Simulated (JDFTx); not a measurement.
Runs of JDFTx 1.7.0 (patched build) on YN. Symmetry: Fm-3m, No. 225, cubic system. The conventional cell has a = 4.877 Å, b = 4.877 Å, c = 4.877 Å, α = 90.00°, β = 90.00°, γ = 90.00°. Around Y (site symmetry m-3m) lie 6 N at 2.44 Å. N (site symmetry m-3m) is surrounded by 6 Y at 2.44 Å. 

| task | level | potentials or basis | smearing | density cutoff over wavefunction cutoff | SCF threshold on the energy | further solve for the empty bands | local potential set to -Z/r beyond | pseudo rcut | gap on the mesh (eV) | pressure (GPa) | V0 of scaled cells (Å³/atom) | B0 (GPa) |
| --- | --- | --- | --- | --- | --- | --- | --- | --- | --- | --- | --- | --- |
| single point | PBE | PseudoDojo-SR-PBE-0.5-standard | fermi-dirac 0.05 eV | 4 | 1e-08 Ha | yes | - | - | 0.24 | 2.9 | - | - |
| equation of state | PBEsol | PseudoDojo-SR-PBEsol-0.4.1-standard with smoothed tails | fermi-dirac 0.05 eV | 8 | 1e-09 Ha | - | 6 bohr | 6 | - | - | (a) | 171 |
| single point | PBEsol | PseudoDojo-SR-PBEsol-0.4.1-standard with smoothed tails | fermi-dirac 0.05 eV | 8 | 1e-09 Ha | yes | 6 bohr | 6 | 0.16 | (b) | - | - |
| single point | LDA | PseudoDojo-SR-LDA-0.4.1-standard with smoothed tails | gaussian 0.02 eV | 8 | 1e-09 Ha | yes | 6 bohr | 6 | 0.15 | (c) | - | - |
| equation of state | PBE | PseudoDojo-SR-PBE-0.5-standard | fermi-dirac 0.05 eV | 4 | 1e-08 Ha | - | - | - | - | - | 14.76 | 159 |

Alike in all rows: no spin polarisation; cell as given; k mesh 9 × 9 × 9; cutoff (eV) 1143.

Estimate the missing entries.

(a) 14.32; (b) -2.1; (c) -5.9.

Caveats: an odd mesh through Γ misses points on the zone boundary, where band edges often lie (some runs); the empty levels aren't tightly converged (some runs).

A k mesh can miss the band edges, and the runs leave out spin-orbit coupling on Y.

Not every run made on this cell is shown here.
